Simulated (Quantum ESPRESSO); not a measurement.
The system is Pd.

```
Pd
1.0
     0.00000    1.94650    1.94650
     1.94650    0.00000    1.94650
     1.94650    1.94650    0.00000
Pd
1
Direct
  0.00000 0.00000 0.00000
```

| Item | Value |
| --- | --- |
| Program | Quantum ESPRESSO 7.5 |
| Task | phonons |
| Functional | WC |
| Potentials or basis | SSSP 1.3 efficiency PBE |
| Cutoff | 816 eV |
| Density cutoff | 3265 eV |
| k mesh | 8 × 8 × 8 |
| Occupations | cold, width 0.272 eV |
| Spin | collinear spin, ferromagnetic start |
| Starting moments | [0.5] μB |
| Mixing beta | 0.3 |
| Most SCF iterations | 120 |
| SCF threshold | 2e-10 Ry |
| Diago david ndim | 3 |
| Diagonalization | paro |

At L the frequencies are 114 114 233 cm⁻¹, at a pressure of -1.1 GPa.

Q: How do the modes respond when the cell is scaled evenly, at fixed shape?

A: The highest mode has a Grüneisen parameter of 2.52 and moves by +3.0 cm⁻¹ per GPa. None of the listed modes softens on compression. The pressures give a bulk modulus of about 199 GPa.

Frequencies at 99 % and 101 % of the volume (pressures 0.9 and -3.1 GPa), ions relaxed:
```
mode  99 % (cm⁻¹)  101 % (cm⁻¹)  Grüneisen parameter
   1        115.8         111.5                 1.88
   2        115.8         111.5                 1.88
   3        239.1         227.4                 2.52
```

Modes are matched by their order; those that don't vary smoothly over the three volumes are left out.

Caveat: the k mesh is coarse; the mesh is thin for the phonons of a metal; the potentials were made for another functional, which shifts forces and pressure.
